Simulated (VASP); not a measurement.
# BaTiO3 (P4mm) in VASP: a series of runs

Runs on BaTiO3. Level: PBE. Tasks: single point.

Everything below comes from runs of VASP 6.6.1. Logs are shortened: lines on timing, memory, paths and dates and some standing lists are left out, and cuts for length are marked.

### Step 1. The structure

Symmetry: P4mm, No. 99, tetragonal system. Conventional cell: a = 4.000 Å, b = 4.000 Å, c = 4.018 Å, α = 90.00°, β = 90.00°, γ = 90.00°. Ba (site symmetry 4mm) is surrounded by 12 O at 2.79 to 2.88 Å. Ti (site symmetry 4mm) has 6 O at 1.89 to 2.13 Å as nearest neighbours. Around O (site symmetry 2mm) lie 2 Ti at 2.00 Å. O (site symmetry 4mm) is surrounded by 2 Ti at 1.89 to 2.13 Å.

### Step 2. Single point, PBE

File INCAR:

```
SYSTEM = BaTiO3
PREC = Accurate ; ENCUT = 340
EDIFF = 1E-7 ; ISMEAR = 0
SIGMA = 0.05 ; LREAL = .False.
LASPH = .True. ; NELM = 100
ALGO = Normal ; ISIF = 2
LWAVE = .False. ; LCHARG = .False.
GGA = PE ; NBANDS = 28
ADDGRID = .False.
```

File KPOINTS:

```
regular mesh
0
Gamma
  3 3 3
  0 0 0
```

File POSCAR:

```
BaTiO3
1.0
    3.9998000000      0.0000000000      0.0000000000
    0.0000000000      3.9998000000      0.0000000000
    0.0000000000      0.0000000000      4.0180000000
Ba Ti O
1 1 3
Direct
    0.0050340000     -0.0151990000     -0.0081960000
    0.5109990000      0.5026790000      0.4796360000
   -0.0079330000      0.4990990000      0.5319510000
    0.5087000000     -0.0034200000      0.5100070000
    0.5274750000      0.4823970000      0.0100750000
```

Potentials or basis: VASP PAW PBE potentials, release 64 (Ba_sv, Ti_sv, O).

Run with:

```bash
$ cat potpaw_PBE.64/Ba_sv/POTCAR potpaw_PBE.64/Ti_sv/POTCAR potpaw_PBE.64/O/POTCAR > POTCAR
$ mpirun -np 1 vasp_std > vasp.out
```

OUTCAR:

```text
SYSTEM = BaTiO3
   PREC = Accurate
   ENCUT = 340
   EDIFF = 1E-7
   ISMEAR = 0
   LREAL = .False.
   LASPH = .True.
   NELM = 100
   ISIF = 2
   GGA = PE

 Found     14 irreducible k-points:

 Following reciprocal coordinates:
            Coordinates               Weight
  0.000000  0.000000  0.000000      1.000000
  0.333333  0.000000  0.000000      2.000000
  0.000000  0.333333  0.000000      2.000000
  0.333333  0.333333  0.000000      2.000000
 -0.333333  0.333333  0.000000      2.000000
  0.000000  0.000000  0.333333      2.000000
   k-points           NKPTS =     14   k-points in BZ     NKDIM =     14   number of bands    NBANDS=     28
   number of dos      NEDOS =    301   number of ions     NIONS =      5
   total plane-waves  NPLWV =  13824
   dimension x,y,z NGX =    24 NGY =   24 NGZ =   24
   dimension x,y,z NGXF=    48 NGYF=   48 NGZF=   48
   ions per type =               1   1   3
   NGX,Y,Z   is equivalent  to a cutoff of   9.98,  9.98,  9.93 a.u.
   NGXF,Y,Z  is equivalent  to a cutoff of  19.95, 19.95, 19.86 a.u.
 SYSTEM =  BaTiO3
   PREC   = accura    normal or accurate (medium, high low for compatibility)
   ISTART =      0    job   : 0-new  1-cont  2-samecut
   ICHARG =      2    charge: 1-file 2-atom 10-const
   ISPIN  =      1    spin polarized calculation?
   LNONCOLLINEAR =      F non collinear calculations
   LSORBIT =      F    spin-orbit coupling
   LASPH  =      T    aspherical Exc in radial PAW
   ENCUT  =  340.0 eV  24.99 Ry    5.00 a.u.   6.01  6.01  6.04*2*pi/ulx,y,z
   NELM   =    100;   NELMIN=  2; NELMDL= -5     # of ELM steps
   EDIFF  = 0.1E-06   stopping-criterion for ELM
   LREAL  =      F    real-space projection
   EDIFFG = 0.1E-05   stopping-criterion for IOM
   NSW    =      0    number of steps for IOM
   IBRION =     -1    ionic relax: 0-MD 1-quasi-New 2-CG
   NFREE  =      0    steps in history (QN), initial steepest desc. (CG)
   ISIF   =      2    stress and relaxation
   ISYM   =      2    0-nonsym 1-usesym 2-fastsym
   POTIM  = 0.5000    time-step for ionic-motion
   TEBEG  =    0.0;   TEEND  =   0.0 temperature during run
   PSTRESS=    0.0 pullay stress
   NELECT =      40.0000    total number of electrons
   NUPDOWN=      -1.0000    fix difference up-down
   EMIN   =  10.00;   EMAX   =-10.00  energy-range for DOS
   EFERMI =   0.00;   METHOD = LEGACY
   ISMEAR =     0;   SIGMA  =   0.05  broadening in eV -4-tet -1-fermi 0-gaus
   EFERMI_NEDOS =   21; number of points for ismear=-14 and -15
   IALGO  =     38    algorithm
   IMIX   =      4    mixing-type and parameters
     AMIX     =   0.40;   BMIX     =  1.00
     AMIX_MAG =   1.60;   BMIX_MAG =  1.00
  volume/ion in A,a.u.               =      12.86        86.76
  Fermi-wavevector in a.u.,A,eV,Ry     =   1.397653  2.641181 26.578078  1.953434
  Thomas-Fermi vector in A             =   2.520888
   LORBIT       =      0    0 simple, 1 ext, 2 COOP (PROOUT), +10 PAW based schemes
   GGA     = PE    functional components
   LHFCALC =     F    Hartree Fock is set to
   AEXX    =    0.0000 exact exchange contribution
   IVDW    =     0    specifies the selected vdW correction
   LEPSILON=     F    determine dielectric tensor
   LRPA    =     F    only Hartree local field effects (RPA)
 non-spin polarized calculation
 Gauss-broadening in eV      SIGMA  =   0.05
  energy-cutoff  :      340.00
  volume of cell :       64.28
 maximum number of plane-waves:       931
   NGX = 13   NGY = 13   NGZ = 13

 number of electron      40.0000023 magnetization

 Free energy of the ion-electron system (eV)
  ---------------------------------------------------
  ext. energy  EPLUGINS =         0.00000000
  ---------------------------------------------------
  free energy    TOTEN  =       -39.99594806 eV

  energy without entropy =      -39.99594806  energy(sigma->0) =      -39.99594806

 E-fermi :   3.7648     XC(G=0): -11.2352

 val. band max:        3.5001402340   @ k =   0.0000   0.0000   0.0000
 cond. band min:       5.6605842397   @ k =   0.0000   0.0000   0.0000
 fundamental gap:      2.1604440056
 Fermi energy:         3.7648040314

 k-point     1 :       0.0000    0.0000    0.0000
  band No.  band energies     occupation
      1     -52.7574      2.00000
      2     -29.0125      2.00000
      3     -29.0042      2.00000
      4     -28.9931      2.00000
      5     -20.9991      2.00000
      6     -13.1235      2.00000
[... 20 lines left out ...]
     27       8.9690      0.00000
     28      11.0656      0.00000

 k-point     2 :       0.3333    0.0000    0.0000
  band No.  band energies     occupation
      1     -52.7564      2.00000
      2     -29.0426      2.00000
      3     -29.0107      2.00000
      4     -28.9915      2.00000
      5     -20.9098      2.00000
      6     -13.2597      2.00000
[... 20 lines left out ...]
     27      10.6457      0.00000
     28      12.1918      0.00000

 k-point     3 :       0.0000    0.3333    0.0000
  band No.  band energies     occupation
      1     -52.7565      2.00000
      2     -29.0323      2.00000
      3     -29.0108      2.00000
      4     -29.0025      2.00000
      5     -20.9081      2.00000
      6     -13.2842      2.00000
[... 20 lines left out ...]
     27      10.5993      0.00000
     28      12.1129      0.00000

 k-point     4 :       0.3333    0.3333    0.0000
  band No.  band energies     occupation
      1     -52.7555      2.00000
      2     -29.0404      2.00000
      3     -29.0300      2.00000
      4     -29.0089      2.00000
      5     -20.8423      2.00000
      6     -13.0252      2.00000
[... 20 lines left out ...]
     27      12.1590      0.00000
     28      12.4968      0.00000

 k-point     5 :      -0.3333    0.3333    0.0000
  band No.  band energies     occupation
      1     -52.7555      2.00000
      2     -29.0403      2.00000
      3     -29.0301      2.00000
      4     -29.0089      2.00000
      5     -20.8422      2.00000
      6     -13.0240      2.00000
[... 20 lines left out ...]
     27      12.2145      0.00000
     28      12.4515      0.00000

 k-point     6 :       0.0000    0.0000    0.3333
  band No.  band energies     occupation
      1     -52.7564      2.00000
      2     -29.0499      2.00000
      3     -29.0026      2.00000
      4     -28.9916      2.00000
      5     -20.9128      2.00000
      6     -13.2333      2.00000
[... 20 lines left out ...]
     27      10.6629      0.00000
     28      12.1309      0.00000

 [... further k-points ...]

------------------------ aborting loop because EDIFF is reached ----------------------------------------

  FORCE on cell =-STRESS in cart. coord.  units (eV):
  Direction    XX          YY          ZZ          XY          YZ          ZX
  --------------------------------------------------------------------------------------
  -------------------------------------------------------------------------------------
  Total       -5.1561602     -5.0045409     -4.5239945      0.0390747     -0.0326427     -0.0297582
  in kB     -128.5140169   -124.7350034   -112.7576878      0.9739124     -0.8135997     -0.7417045
  external PRESSURE =    -122.0022360 kB  Pullay stress =       0.0000000 kB

 VOLUME and BASIS-vectors are now :
 -----------------------------------------------------------------------------
  energy-cutoff  :      340.00
  volume of cell :       64.28
      direct lattice vectors                 reciprocal lattice vectors
     3.999800000  0.000000000  0.000000000     0.250012501  0.000000000  0.000000000
     0.000000000  3.999800000  0.000000000     0.000000000  0.250012501  0.000000000
     0.000000000  0.000000000  4.018000000     0.000000000  0.000000000  0.248880040

 POSITION                                       TOTAL-FORCE (eV/Angst)
 -----------------------------------------------------------------------------------
      0.02013      3.93901      3.98507         0.131399      0.364111      0.125111
      2.04389      2.01062      1.92718         0.371543     -0.089868     -0.268550
      3.96807      1.99630      2.13738         0.598712     -0.078577     -0.574912
      2.03470      3.98612      2.04921        -0.400302     -0.420860     -0.133858
      2.10979      1.92949      0.04048        -0.701353      0.225194      0.852209
 -----------------------------------------------------------------------------------
    total drift:                                0.000420     -0.000937      0.000434

  FREE ENERGIE OF THE ION-ELECTRON SYSTEM (eV)
  ---------------------------------------------------
  free  energy   TOTEN  =       -39.9959480631 eV

  energy  without entropy=      -39.9959480631  energy(sigma->0) =      -39.99594806
```

OSZICAR:

```text
N       E                     dE             d eps       ncg     rms          rms(c)
DAV:   1     0.346791482214E+03    0.34679E+03   -0.16428E+04   784   0.115E+03
DAV:   2    -0.160948086136E+02   -0.36289E+03   -0.34759E+03   932   0.359E+02
DAV:   3    -0.488846587191E+02   -0.32790E+02   -0.32584E+02  1060   0.110E+02
DAV:   4    -0.504255149340E+02   -0.15409E+01   -0.15381E+01  1224   0.195E+01
DAV:   5    -0.504555962044E+02   -0.30081E-01   -0.30073E-01  1048   0.233E+00    0.226E+01
DAV:   6    -0.401326932545E+02    0.10323E+02   -0.53327E+01  1220   0.641E+01    0.964E+00
DAV:   7    -0.401634968143E+02   -0.30804E-01   -0.85794E+00  1052   0.206E+01    0.666E+00
DAV:   8    -0.399906134640E+02    0.17288E+00   -0.77480E-01   940   0.850E+00    0.262E+00
DAV:   9    -0.400121459065E+02   -0.21532E-01   -0.19682E-01  1064   0.278E+00    0.117E+00
DAV:  10    -0.399977667530E+02    0.14379E-01   -0.56843E-02   960   0.230E+00    0.459E-01
DAV:  11    -0.399959374896E+02    0.18293E-02   -0.74216E-03  1312   0.737E-01    0.598E-02
DAV:  12    -0.399959154978E+02    0.21992E-04   -0.41871E-04   860   0.183E-01    0.393E-02
DAV:  13    -0.399959544328E+02   -0.38935E-04   -0.11414E-04  1080   0.792E-02    0.196E-02
DAV:  14    -0.399959482952E+02    0.61376E-05   -0.39256E-05   972   0.466E-02    0.619E-03
DAV:  15    -0.399959480906E+02    0.20459E-06   -0.48148E-06   892   0.162E-02    0.297E-03
DAV:  16    -0.399959480631E+02    0.27505E-07   -0.63159E-07   968   0.780E-03
   1 F= -.39995948E+02 E0= -.39995948E+02  d E =-.117589E-14
```

stdout:

```text
POSCAR found type information on POSCAR BaTiO
 POSCAR found :  3 types and       5 ions
 scaLAPACK will be used
 LDA part: xc-table for (Slater+PW92), standard interpolation
 POSCAR, INCAR and KPOINTS ok, starting setup
 FFT: planning ... GRIDC
 FFT: planning ... GRID_SOFT
 FFT: planning ... GRID
 WAVECAR not read
 entering main loop
```

Run time: 12 s. Hardware: 1 thread of Intel Xeon Platinum 8488C (Sapphire Rapids), shared host; peak memory 0.14 GiB.

The run converged, but a check on its numbers failed (symmetry, net force, bounds or a known fault of this set-up), so they aren't taken as properties of the crystal.

Caveat: the k mesh is coarse (spacing up to 0.52 Å⁻¹), so the values aren't converged; the cutoff lies under the usual one of these potentials, so the numbers hold a large basis-set error; spin-orbit coupling is left out, which moves the levels of the heavy elements; an odd mesh through Γ misses points on the zone boundary, where band edges often lie.

### Step 3. Single point, PBE

Changes to INCAR since step 2:

```diff
@@ -1,3 +1,3 @@
 SYSTEM = BaTiO3
-PREC = Accurate ; ENCUT = 340
+PREC = Accurate ; ENCUT = 400
 EDIFF = 1E-7 ; ISMEAR = 0
```

KPOINTS is that of step 2.

File POSCAR:

```
BaTiO3
1.0
    3.9998000000      0.0000000000      0.0000000000
    0.0000000000      3.9998000000      0.0000000000
    0.0000000000      0.0000000000      4.0180000000
Ba Ti O
1 1 3
Direct
    0.0000000000      0.0000000000      0.0000000000
    0.5000000000      0.5000000000      0.4900000000
    0.0000000000      0.5000000000      0.5170000000
    0.5000000000      0.0000000000      0.5170000000
    0.5000000000      0.5000000000      0.0190000000
```

Potentials or basis: VASP PAW PBE potentials, release 64 (Ba_sv, Ti_sv, O).

Run with:

```bash
$ cat potpaw_PBE.64/Ba_sv/POTCAR potpaw_PBE.64/Ti_sv/POTCAR potpaw_PBE.64/O/POTCAR > POTCAR
$ mpirun -np 1 vasp_std > vasp.out
```

Run time: 15 s. Hardware: 1 thread of Intel Xeon Platinum 8488C (Sapphire Rapids), shared host; peak memory 0.15 GiB.

These settings aren't checked as converged: the numbers below hold their error.

What came out:

| Property | Result |
| --- | --- |
| Free energy | -39.9563 eV |
| Largest force | 0.507 eV/Å |
| Band gap on the k mesh | 2.02 eV, direct |

Caveat: the k mesh is coarse (spacing up to 0.52 Å⁻¹), so the values aren't converged; the cutoff is under 1.25 times the usual one of these potentials, so pressure, stress and relaxed cells hold a basis-set (Pulay) error; spin-orbit coupling is left out, which moves the levels of the heavy elements; an odd mesh through Γ misses points on the zone boundary, where band edges often lie.

### Step 4. Single point, PBE

INCAR is that of step 3.

KPOINTS is that of step 3.

File POSCAR:

```
BaTiO3
1.0
    3.9998000000      0.0000000000      0.0000000000
    0.0000000000      3.9998000000      0.0000000000
    0.0000000000      0.0000000000      4.0180000000
Ba Ti O
1 1 3
Direct
    0.0050340000     -0.0151990000     -0.0081960000
    0.5109990000      0.5026790000      0.4796360000
   -0.0079330000      0.4990990000      0.5319510000
    0.5087000000     -0.0034200000      0.5100070000
    0.5274750000      0.4823970000      0.0100750000
```

Run with:

```bash
$ cat potpaw_PBE.64/Ba_sv/POTCAR potpaw_PBE.64/Ti_sv/POTCAR potpaw_PBE.64/O/POTCAR > POTCAR
$ mpirun -np 1 vasp_std > vasp.out
```

It took 21 s on 1 thread of Intel Xeon Platinum 8488C (Sapphire Rapids), shared host; peak memory 0.16 GiB.

These settings aren't checked as converged: the numbers below hold their error.

What came out:

```
Free energy            : -39.8702 eV
Largest force          : 1.124 eV/Å
Band gap on the k mesh : 2.13 eV, direct
```

Caveat: the k mesh is coarse (spacing up to 0.52 Å⁻¹), so the values aren't converged; the cutoff is under 1.25 times the usual one of these potentials, so pressure, stress and relaxed cells hold a basis-set (Pulay) error; spin-orbit coupling is left out, which moves the levels of the heavy elements; an odd mesh through Γ misses points on the zone boundary, where band edges often lie.

### Step 5. Single point, PBE

Changes to INCAR since step 4:

```diff
@@ -1,3 +1,3 @@
 SYSTEM = BaTiO3
-PREC = Accurate ; ENCUT = 400
+PREC = Accurate ; ENCUT = 460
 EDIFF = 1E-7 ; ISMEAR = 0
```

KPOINTS is that of step 4.

File POSCAR:

```
BaTiO3
1.0
    3.9998000000      0.0000000000      0.0000000000
    0.0000000000      3.9998000000      0.0000000000
    0.0000000000      0.0000000000      4.0180000000
Ba Ti O
1 1 3
Direct
    0.0000000000      0.0000000000      0.0000000000
    0.5000000000      0.5000000000      0.4900000000
    0.0000000000      0.5000000000      0.5170000000
    0.5000000000      0.0000000000      0.5170000000
    0.5000000000      0.5000000000      0.0190000000
```

Run with:

```bash
$ cat potpaw_PBE.64/Ba_sv/POTCAR potpaw_PBE.64/Ti_sv/POTCAR potpaw_PBE.64/O/POTCAR > POTCAR
$ mpirun -np 1 vasp_std > vasp.out
```

Run time: 14 s. Hardware: 1 thread of Intel Xeon Platinum 8488C (Sapphire Rapids), shared host; peak memory 0.15 GiB.

These settings aren't checked as converged: the numbers below hold their error.

What came out:

```yaml
Free_energy: -39.9179 eV
Pressure: 3.6 GPa
Largest_force: 0.497 eV/Å
Band_gap_on_the_k_mesh: 2.01 eV, direct
```

Caveat: the k mesh is coarse (spacing up to 0.52 Å⁻¹), so the values aren't converged; the cutoff is under 1.25 times the usual one of these potentials, so pressure, stress and relaxed cells hold a basis-set (Pulay) error; spin-orbit coupling is left out, which moves the levels of the heavy elements; an odd mesh through Γ misses points on the zone boundary, where band edges often lie.

(Part 1 of 2 ends here.)
